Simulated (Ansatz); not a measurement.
## MoS2 (2H monolayer): spin-orbit coupling beyond the local functionals

Wanted: gaps of MoS2 (2H monolayer) with and without spin-orbit coupling, with cost.

Main program and level: Ansatz 0.2.0; density functionals with and without spin-orbit coupling, plane waves, PAW.

**What was measured.**

- Gap 2.161 ± 0.003 eV: free-particle direct gap at K; magneto-absorption of Rydberg excitons; 4 K; monolayer (exfoliated monolayer encapsulated in hBN, sample 1) (“Revealing exciton masses and dielectric properties of monolayer semiconductors with high magnetic fields”, 2019, pmc:6744484).

- Gap 2.16 ± 0.02 eV: quasiparticle gap from STS, corrected for modulation broadening; scanning tunnelling spectroscopy; 5 K; monolayer (CVD-grown monolayer on epitaxial graphene) on epitaxial graphene on SiC (“Quantum-Confined Electronic States arising from Moir'e Pattern of MoS2-WSe2 Hetero-bilayers”, 2017, arxiv:1712.00116).

- Gap 1.93 eV: optical gap (exciton transition) from PL at 79 K; photoluminescence; 79 K; monolayer (ensemble of vapor-phase grown monolayer flakes on HOPG) on graphite (HOPG) (“Direct imaging of the band profile in single layer small MoS2 on graphite: quasiparticle energy gap, metallic edge states and edge band bending”, 2014, arxiv:1401.5100).

- Gap 2.4 eV: quasiparticle gap of monolayer from STS; scanning tunnelling spectroscopy; monolayer (CVD-grown on highly oriented pyrolytic graphite, n-type, UHV) on HOPG (“Nanoscale redox mapping at the MoS2-liquid interface”, 2021, pmc:7910562).

- Gap 1.85 eV: direct optical (excitonic) gap at K from absorption onset; UV-vis absorption; monolayer (CVD-grown monolayer) (“All‐Inorganic Perovskite Quantum Dot‐Monolayer MoS2 Mixed‐Dimensional van der Waals Heterostructure for Ultrasensitive Photodetector”, 2018, pmc:6299711).

This is a selection; 32 further reports are not listed.

### 1. The structure

The cell holds 3 atoms: 1 Mo and 2 S. Its edges and angles: a = 3.185 Å, b = 3.185 Å, c = 30.573 Å, α = 90.0°, β = 90.0°, γ = 120.0°. Vacuum lies along c.

The structure was relaxed with PBE. The runs that relaxed it are not among those shown. The default PAW set here is soft_2. Its files were made with PBE. The Coulomb interaction is cut off across the vacuum.

### 2. HSE06, 6×6×1 mesh

This step: DFT, HSE06, plane waves, PAW.

The input, input.yaml:

```yaml
crystal:
  lattice:
    - [3.1851853688, 0.0, 0.0]
    - [-1.5925926844, 2.7584514451, 0.0]
    - [0.0, 0.0, 30.5725179208]
  atoms:
    - { symbol: Mo, position: [0.3333333333, 0.6666666667, 0.2943820337] }
    - { symbol: S, position: [0.6666666667, 0.3333333333, 0.3454928688] }
    - { symbol: S, position: [0.6666666667, 0.3333333333, 0.2432711985] }
  periodic: [true, true, false]
kpoints:
  mp_grid: { grid: [6, 6, 1] }
  band_path:
    path: [[0.0, 0.0, 0.0], [0.5, 0.0, 0.0], [0.3333333333, 0.3333333333, 0.0]]
    npoints: 1
hamiltonian:
  xc: hse06
scf:
  occupations: { method: fixed }
  n_extra_bands: 5
output:
  eigenvalues: true
```

Command:

```
$ ansatz run input.yaml --threads 2 --pin off --max-ram 92160MiB --backend cuda --events-out ev --progress --plain --runs-dir out --devices 1 --max-vram 13GiB  # rebuilt from the run's record
```

Numbers of over 12 decimals in the logs are rounded to 6 here.

What it wrote:

```text
scf.n_extra_bands = 5 over 13 filled bands (N_el = 26.0): the run solves 18 bands
GPUs: using 1 of 1 available (devices: 1).
Engine: ansatz 0.2.0, x86_64-unknown-linux-gnu
Pseudopotentials: kind: paw
Pseudopotential: Mo, paw, valence charge 14, recommended cutoff 420 eV (normal), Mo.paw.azcp
Pseudopotential: S, paw, valence charge 6, recommended cutoff 420 eV (normal), S.paw.azcp
Functional definition: HSE06
  parameter a = 0.25
  parameter omega = 0.11/bohr
  exchange = pbe_x - a*pbe_x_sr(omega) + a*exact_x_sr(omega)
  correlation = pbe_c
davidson cushion auto → on  (no smearing: the cushion is to keep the highest requested band from converging to the state above it; pin scf.eigensolver.cushion to override)
device memory: the entry about to start is reckoned to put 1.5 GiB on a device that reports 57.7 GiB free (of which the cap on the GPU budget leaves the run 13.0 GiB)
GPU FFT provider: cuFFT
GPU libraries: cuBLAS 13.8.2, cuFFT 12.4.0, cuSOLVER 12.3.4
Crystal: 3 atoms, lattice volume = 268.616 Å³
Basis set: ecut = 420 eV, 5275 PW (Γ)
Bands: 18, of which v1, the nominal top of the filled ones, is band 13 counted from 1 (12 counted from 0)
Symmetry: 12 space group operations
Space group: P-6m2 (ITA 187), of the structure as read, at distance tolerance 6.5e-5 Å
k-points: 7 of 36 (time reversal used)
Non-local potential: Mo, projectors of the file, l = 0: 3, l = 1: 2, l = 2: 2, l = 3: 1
Non-local potential: S, projectors of the file, l = 0: 2, l = 1: 2, l = 2: 2
PAW form: soft (Blöchl's): semilocal exchange-correlation on the pseudo side does not see the compensation charge
PAW frozen core: Mo, regenerated for the run's functional, and the local potential with it (the file was generated under x = pbe(κ = 0.804, μ = 0.219515), c = pbe(β = 0.066725))
PAW frozen core: S, regenerated for the run's functional, and the local potential with it (the file was generated under x = pbe(κ = 0.804, μ = 0.219515), c = pbe(β = 0.066725))
PAW one-centre angular grid: Mo, 590 points (default); XC on 64 Gauss nodes
PAW one-centre angular grid: S, 110 points (default); XC on 64 Gauss nodes
Initial density: superposition of atomic densities (neutral atoms: chi_scale 0, normalization atom), corrected by the library's trained network
Initial wavefunctions: pseudopotential atomic-orbital guess
GPU buffer pool allocated for 124416 grid points (all kernels)
GPU transforms: local potential and band sums: pruned to the plane-wave sphere, on 24×24×216
Functional: x = pbe(κ = 0.804, μ = 0.219515), c = pbe(β = 0.066725), warm-up for x = pbe(κ = 0.804, μ = 0.219515) + 0.25 (exact − pbe) at short range (hse, ω = 0.207870 Å⁻¹), c = pbe(β = 0.066725); HSE06 as pw.x's `hse` composes it (authors' and Libxc's form: `xc: wpbeh`)
[...]
Exchange kernel: α = 0.2500, screened, ω = 0.2079 Å⁻¹, Wigner–Seitz truncation, v(0) = 1044.5071 eV·Å³, q-mesh 6×6×1, nearest image of the exchange supercell L = 19.11 Å, pair-density grid 20×20×216, without the augmentation charges, whose exchange is taken in its separable form by FFT convolution over the k-point mesh (the finest that the files' search goes to), smooth part of the exact exchange by density-matrix convolution in up to 4.52 GiB of GPU memory as planned if the GPU has room (build and FFT work areas not counted)
Frozen-core exchange: fock
SCF iter   1: F=—  HF=-6765.808209 eV  |F-HF|=—  |Δ(HF+E_count)|=         —  Δρ=1.92e-5  dr2=4.80e-7  ethr=2.22e-7  ⟨swp⟩=3.6  Hψ=312  notcnv=0
preconditioner: auto → none  [insulator: Δε(μ)=2.132 eV  Ē_g=10.172 eV  n_scr=16 (ndim 8)  ℏωp=9.6 eV  f_vac=0.771]
iter 2 solved again at ethr=1.25e-10 eV; its pass at ethr=1.72e-9 eV (dr2=3.26e-8 eV) is discarded
SCF iter   2: F=-6765.808209 eV  HF=-6765.808209 eV  |F-HF|=1.36e-9  |Δ(HF+E_count)|=   5.82e-8  Δρ=7.29e-6  dr2=5.78e-8  ethr=1.25e-10  ⟨swp⟩=3.9  Hψ=705  notcnv=0  defer=2
SCF 3 converged in 2 iterations: F = -6765.808209 eV  dr2 = 5.78e-8
hybrid outer 2: dexx = +2.152e-7 eV, tail = 1.25e-7 eV, Δε = 1.12e-3 eV (about 1.20e-4 eV left of the loop's levels)
device memory: the entry about to start is reckoned to put 0.8 GiB on a device that reports 53.1 GiB free (of which the cap on the GPU budget leaves the run 13.0 GiB)
NSCF: frozen V_eff on 3 k-points
hybrid SCF converged: 2 outer / 9 inner (+4 warm-up), last move |dexx| = 2.15e-7 eV, tail = 1.25e-7 eV
Stability not checked: this state was not tested for a lower state beside it, because the functional holds exact exchange (a hybrid, or Hartree-Fock), whose exchange loop this test does not read (fock_operator; see scf.lower_state_search)
Free energy (F): -6765.808209 eV
Frozen-core exchange: fock
Harris-Foulkes:  -6765.808209 eV  (|F-HF|=1.36e-9)
Internal energy: -6765.808209 eV  (E = F + TS)
E sigma→0 (E₀):  -6765.808209 eV
Fermi energy:    -6.386465 eV
--- Per-component energies (eV) ---
  E_band       = -622.768660
  E_kinetic    = 652.530253
  E_local      = -45048.896822  (includes V_loc(G=0)·N_el)
  E_nonlocal   = 196.868943
  E_hartree    = 22086.918752
  E_xc         = -303.064465
  E_vxc        = -322.568472  (∫ρ·V_xc dr)
  E_exx        = -64.286416  (= α·E_x^exact, valence–valence)
  E_paw        = -4413.802295  (= ΣΔE_a)
  E_vpaw       = -145.976479  (= ΣTr[D̂ρ^β])
  E_aug_tail   = 0.000043  (compensation charges beyond the density's cutoff)
  E_ewald      = 20128.549740
  E_core_change = -0.625942  (= ΣΔE_core)
  E_smearing   = -0.000000  (= −TS)
  E_closure    = -0.000000  (closes the sum)
  Σ components = -6765.808209   (vs F -6765.808209, Δ=0.00e0)
--- Band table (eV; the first three rows and the last of 7) ---
  k-point 0: bands = [... 9 lower, -8.4692, -8.0789, -8.0789, -6.4229, -2.8899, -2.8899, -2.6489, -2.6489, ... 1 higher]
  k-point 1: bands = [... 9 lower, -8.9498, -8.6958, -7.7046, -6.7600, -3.4245, -3.0841, -3.0726, -2.2270, ... 1 higher]
  k-point 2: bands = [... 9 lower, -9.6029, -8.3136, -8.0152, -7.5114, -3.5382, -3.4031, -2.1848, -1.3980, ... 1 higher]
  k-point 6: bands = [... 9 lower, -10.4782, -9.6638, -8.9227, -6.3865, -4.2544, -2.5199, -2.0539, -0.5243, ... 1 higher]
  the weakly bound empty levels are not read free of the cell's end (exact_exchange)
```

The job ended after 15 s (1 × NVIDIA H100 80GB HBM3 (shared by 6 runs) with 2 threads of AMD EPYC 7R13 (Zen 3), shared host; peak memory 1.6 GiB).

Numbers from this step:

```yaml
gap: 2.132 eV
valence_top_at: K
conduction_bottom_at: K
least_direct_gap: 2.132 eV
exact_exchange_fraction: 0.25
```

The gap is direct, at (0.333, 0.333, 0.000).

### 3. HSE06+SOC, 6×6×1 mesh

Spin-orbit coupling can split or shift the edges; a non-collinear run measures by how much.

This step: DFT, HSE06 with spin-orbit coupling, plane waves, PAW.

input.yaml: that of step 2 with these lines changed.

```diff
@@ -19,3 +19,6 @@
   occupations: { method: fixed }
-  n_extra_bands: 5
+  n_extra_bands: 10
+magnetization:
+  noncollinear: true
+  spin_orbit: true
 output:
```

What it wrote:

```text
[...]
GPUs: using 1 of 1 available (devices: 1).
[...]
non-collinear run that drives no moment, with spin-orbit: no starting moment large enough to seed its density (crystal.atoms[].spin), no starting occupations that ask for one, no magnetisation constraint and no magnetic field, so the semilocal B_xc is pinned to zero
[...]
GPU FFT provider: cuFFT
GPU libraries: cuBLAS 13.8.2, cuFFT 12.4.0, cuSOLVER 12.3.4
Crystal: 3 atoms, lattice volume = 268.616 Å³
Basis set: ecut = 420 eV, 5275 PW (Γ)
Bands: 36, of which v1, the nominal top of the filled ones, is band 26 counted from 1 (25 counted from 0)
Symmetry: 12 space group operations + 12 with time reversal
[...]
k-points: 7 of 36 (time reversal used)
Projection manifold: j_resolved (fully-relativistic pseudo-atomic orbitals)
[...]
GPU buffer pool allocated for 124416 grid points (all kernels)
[...]
SCF iter   7: F=-6763.991810 eV  HF=-6763.991940 eV  |F-HF|=1.30e-4  |Δ(HF+E_count)|=   5.55e-4  Δρ=2.06e-4  dr2=1.63e-4  dr2_m=0.00e0 (ungated)  ethr=1.03e-5  |M|=0.00e0 ∫|m|=0.00e0 μB  |m|>n=0.0e0 m-floor=0.0e0 τ_xc=0.0e0  ⟨swp⟩=4.7  Hψ=822  notcnv=0  defer=4
SCF 1 stopped early in 7 iterations: F = -6763.991810 eV  dr2 = 1.63e-4
[...]
GPU FFT provider: cuFFT
GPU libraries: cuBLAS 13.8.2, cuFFT 12.4.0, cuSOLVER 12.3.4
Projection manifold: j_resolved (fully-relativistic pseudo-atomic orbitals)
[...]
GPU buffer pool allocated for 124416 grid points (all kernels)
[...]
Frozen-core exchange: fock
SCF iter   1: F=—  HF=-6764.750193 eV  |F-HF|=—  |Δ(HF+E_count)|=         —  Δρ=5.50e-3  dr2=1.71e-1  dr2_m=0.00e0 (ungated)  ethr=6.28e-6  |M|=0.00e0 ∫|m|=0.00e0 μB  |m|>n=0.0e0 m-floor=0.0e0 τ_xc=0.0e0  β_m=0.30  ⟨swp⟩=10.9  Hψ=1276  notcnv=0
[...]
SCF iter   6: F=-6764.724366 eV  HF=-6764.724372 eV  |F-HF|=5.74e-6  |Δ(HF+E_count)|=   9.27e-6  Δρ=3.19e-5  dr2=7.26e-6  dr2_m=0.00e0 (ungated)  ethr=7.90e-8  |M|=0.00e0 ∫|m|=0.00e0 μB  |m|>n=0.0e0 m-floor=0.0e0 τ_xc=0.0e0  ⟨swp⟩=3.6  Hψ=755  notcnv=0  defer=2
SCF 2 stopped early in 6 iterations: F = -6764.724366 eV  dr2 = 7.26e-6
hybrid outer 1: dexx = +8.459e-3 eV, tail = 2.51e-5 eV
GPU FFT provider: cuFFT
GPU libraries: cuBLAS 13.8.2, cuFFT 12.4.0, cuSOLVER 12.3.4
Projection manifold: j_resolved (fully-relativistic pseudo-atomic orbitals)
GPU buffer pool allocated for 124416 grid points (all kernels)
[...]
Frozen-core exchange: fock
SCF iter   1: F=—  HF=-6764.724353 eV  |F-HF|=—  |Δ(HF+E_count)|=         —  Δρ=3.24e-5  dr2=5.23e-6  dr2_m=0.00e0 (ungated)  ethr=4.83e-7  |M|=0.00e0 ∫|m|=0.00e0 μB  |m|>n=0.0e0 m-floor=0.0e0 τ_xc=0.0e0  β_m=0.30  ⟨swp⟩=3.4  Hψ=599  notcnv=0
[...]
SCF iter   5: F=-6764.724353 eV  HF=-6764.724353 eV  |F-HF|=3.45e-10  |Δ(HF+E_count)|=   1.62e-8  Δρ=4.93e-7  dr2=7.30e-9  dr2_m=0.00e0 (ungated)  ethr=3.42e-10  |M|=0.00e0 ∫|m|=0.00e0 μB  |m|>n=0.0e0 m-floor=0.0e0 τ_xc=0.0e0  ⟨swp⟩=3.0  Hψ=608  notcnv=0
SCF 3 converged in 5 iterations: F = -6764.724353 eV  dr2 = 7.30e-9
[...]
NSCF: frozen V_eff on 3 k-points
[...]
Magnetization: |M| = 0.0000 μB,  M = (+0.0000, +0.0000, +0.0000) μB
Absolute magnetization: 0.0000 μB (∫|m|)
  site 0: m = (+0.0000, +0.0000, +0.0000) μB, |m| = 0.0000 μB  (R = 1.00 Å)
  site 1: m = (+0.0000, +0.0000, +0.0000) μB, |m| = 0.0000 μB  (R = 1.00 Å)
  site 2: m = (+0.0000, +0.0000, +0.0000) μB, |m| = 0.0000 μB  (R = 1.00 Å)
Free energy (F): -6764.724353 eV
Frozen-core exchange: fock
[...]
Internal energy: -6764.724353 eV  (E = F + TS)
E sigma→0 (E₀):  -6764.724353 eV
Fermi energy:    -6.289557 eV
[...]
--- Band table (eV; the first three rows and the last of 7) ---
  k-point 0: bands = [... 22 lower, -8.0285, -8.0285, -6.4165, -6.4165, -2.9393, -2.9393, -2.8502, -2.8502, ... 6 higher]
  k-point 1: bands = [... 22 lower, -7.7052, -7.7052, -6.7561, -6.7561, -3.4297, -3.4297, -3.0990, -3.0990, ... 6 higher]
  k-point 2: bands = [... 22 lower, -8.0139, -8.0139, -7.5049, -7.5049, -3.5534, -3.5534, -3.3876, -3.3876, ... 6 higher]
  k-point 6: bands = [... 22 lower, -8.9374, -8.9099, -6.4788, -6.2896, -4.2648, -4.2475, -2.5361, -2.5053, ... 6 higher]
  the weakly bound empty levels are not read free of the cell's end (exact_exchange)
```

Wall time 29 s (1 × NVIDIA H100 80GB HBM3 (shared by 6 runs) with 2 threads); peak memory 1.9 GiB; 36 s of CPU time.

Numbers from this step:

```yaml
gap: 2.025 eV
valence_top_at: K
conduction_bottom_at: K
least_direct_gap: 2.025 eV
exact_exchange_fraction: 0.25
```

The gap stands −0.11 eV against HSE06.

### 4. Together

Times are wall times on 1 × NVIDIA H100 80GB HBM3 (shared by 6 runs) with 2 threads of AMD EPYC 7R13 (Zen 3), shared host, good to a factor of about two.

| level | gap (eV) | with coupling (eV) | change (eV) | time | with coupling |
| --- | --- | --- | --- | --- | --- |
| HSE06 | 2.13 | 2.02 | −0.11 | 15 s | 29 s |

### 5. Outcome

| Property | Result |
| --- | --- |
| HSE06 | 2.13 eV |
| HSE06+SOC | 2.02 eV |

Spin-orbit coupling changes the gap by −0.11 eV and the least direct gap by −0.11 eV. Against experiment, by HSE06+SOC: the direct gap of 2.02 eV lies −0.14 eV from the measured 2.161 ± 0.003 eV (electronic, 4 K, encapsulated, 2019); the gap of 2.02 eV lies −0.14 eV from the measured 2.16 ± 0.02 eV (electronic, 5 K, on epitaxial graphene on SiC, 2017); the direct gap of 2.02 eV lies +0.09 eV from the measured 1.93 eV (exciton, 79 K, on graphite (HOPG), 2014); the gap of 2.02 eV lies −0.38 eV from the measured 2.4 eV (electronic, on HOPG, 2021); the direct gap of 2.02 eV lies +0.17 eV from the measured 1.85 eV (exciton, 2018). An exciton line or allowed optical edge lies below the quasiparticle gap by the binding energy; a forbidden edge can push the onset above it. The computed sheet is free-standing; a substrate or cover screens it further and lowers both gap and binding, while the exciton line moves little. The lattice is static and excitons are left out.

[Paths, hosts, dates, memory and timing lines, banners, echoed tables and standing remarks are left out of the program output.]

[Logs are printed without paths, hosts, clocks, repeated set-up lines and the standing remarks that a program may print on its own settings, such as how far it seeks lower states.]

[Runs of the session that timed out or met a known fault of the program may be left out.]

[Cells called generated may have been cut or substituted from an entry of the Crystallography Open Database or the Materials Project.]

[Hosts, paths, dates, database ids (printed as entryN), source tags and the programs' standing remarks are cut or masked in the printed files.]
